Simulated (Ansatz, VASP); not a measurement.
**Al2Co in VASP and in Ansatz**

```
CELL_PARAMETERS angstrom
4.19219 0.00000 0.00000
-2.09610 3.63055 0.00000
0.00000 0.00000 2.62079
ATOMIC_POSITIONS crystal
Al 0.33333 0.66667 0.50000
Al 0.66667 0.33333 0.50000
Co 0.00000 0.00000 0.00000
```

Change from the starting cell: species swapped into the ErGa2 type (P6/mmm, No. 191).

Alike in both runs: functional PBE; k mesh 12 × 12 × 18; occupations gaussian, width 0.1 eV; no spin polarisation.

Ansatz relaxed the structure, and its values are those at the end. VASP's run is a single point on that final structure, the one shown.

|  | VASP | Ansatz |
| --- | --- | --- |
| version | VASP 6.6.1 | Ansatz 0.2.0 |
| potentials or method | VASP PAW PBE potentials, release 64 (Al, Co) | scalar-relativistic, plane waves, PAW |
| plane-wave cutoff (eV) | 520 | 420 |
| valence electrons in the cell | 15 | 23 |

```tsv
	VASP	Ansatz	Ansatz less VASP
gap on the k mesh at the Fermi level (eV)	none	none	-
pressure (GPa)	0.1	0.0	-0.11
```

A gap of «none» marks a metal or a gap that the smearing closes. The two sets of potentials don't hold the same shells in valence.

Spin polarisation is off, so any magnetic state and its effect on volume and gap are missing.
